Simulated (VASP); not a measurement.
VASP inputs for ZnS (rocksalt)

INCAR

```
ISMEAR = -1
NELM = 120
PREC = Accurate
LWAVE = .FALSE.
ENCUT = 520
GGA = PE
IBRION = -1
LASPH = .TRUE.
ISIF = 2
LREAL = .FALSE.
SIGMA = 0.02
LCHARG = .FALSE.
EDIFF = 1E-7
NBANDS = 16
NSW = 0
```

KPOINTS

```
KPOINTS created by Atomic Simulation Environment
0
Gamma
8 8 8
0 0 0
```

KPOINTS_OPT

```
special points
7
Reciprocal
0.0000000000 0.0000000000 0.0000000000 1
0.5000000000 0.0000000000 0.5000000000 1
0.5000000000 0.2500000000 0.7500000000 1
0.3750000000 0.3750000000 0.7500000000 1
0.5000000000 0.5000000000 0.5000000000 1
0.6250000000 0.2500000000 0.6250000000 1
0.1875000000 0.1875000000 0.3750000000 1
```

POSCAR

```
Zn S
 1.0000000000000000
    -0.0000000000000000    2.5310225612670805    2.5310225612670805
     2.5310225612670805   -0.0000000000000000    2.5310225612670805
     2.5310225612670805    2.5310225612670805   -0.0000000000000000
 Zn  S
   1   1
Cartesian
  0.0000000000000000  0.0000000000000000 -0.0000000000000000
  2.5310225612670805  2.5310225612670805  2.5310225612670805
```

VASP ran with the recommended PBE PAW datasets (18 valence electrons in the cell).

Question: Predict the results.

Answer: gap between bands v and c -0.31 eV (bands overlap: a metal); least direct gap 2.28 eV; pressure 2.4 GPa.

Band v is the last that the valence electrons fill when counted band by band, and c is the next. Levels in eV from the top of v:

```tsv
point	v−1	v	c	c+1
Γ	-0.63	-0.63	1.94	9.04
X	-2.59	-2.59	-0.31	5.38
W	-4.02	-3.64	3.54	6.82
K	-4.34	-1.77	1.79	6.94
L	-0.11	-0.11	3.85	5.55
```
